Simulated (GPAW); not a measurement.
C:

```
C
1.0
     2.61972    0.00000    0.00000
     0.00000    2.61972    0.00000
     0.00000    0.00000    2.61972
C
3
Direct
  0.00000 0.50000 0.50000
  0.50000 0.00000 0.50000
  0.50000 0.50000 0.00000
```

The cell was built by a generator and needn't be a form met in nature.

```yaml
Program: GPAW 26.7.0
Task: relaxation of cell and atoms
Functional: LDA
Potentials_or_basis: the program's PAW data sets (release 1.2.1) made for this functional
Cutoff: 800 eV
Basis: pw
k_mesh: 10 × 10 × 10
Occupations: fermi-dirac, width 0.05 eV
Spin: no spin polarisation
```

At the start: pressure -14.4 GPa; volume 5.99 Å³/atom.

**Question.** How do energy, volume and symmetry change on relaxing?

**Answer.** Over 6 steps the energy falls by 21.9 meV/atom and the volume is 5.59 Å³/atom (-6.7 %); space group Pm-3m (No. 221, to 0.05 Å).

The path:
```
step  energy change (eV)  largest force (eV/Å)  pressure (GPa)  volume (Å³)
   1              0.0000                0.0000          -14.38        17.98
   2             -0.0117                0.0000          -13.85        17.84
   3              0.1455                0.0000           42.88        15.10
   4             -0.0626                0.0000           -4.90        17.04
   5             -0.0657                0.0000           -0.70        16.81
   6             -0.0656                0.0000            0.02        16.77
```

Final structure:
```
CELL_PARAMETERS angstrom
2.55953 0.00000 0.00000
0.00000 2.55953 0.00000
0.00000 0.00000 2.55953
ATOMIC_POSITIONS crystal
C 0.00000 0.50000 0.50000
C 0.50000 0.00000 0.50000
C 0.50000 0.50000 0.00000
```

Caveat: later steps reuse the first step's grids.
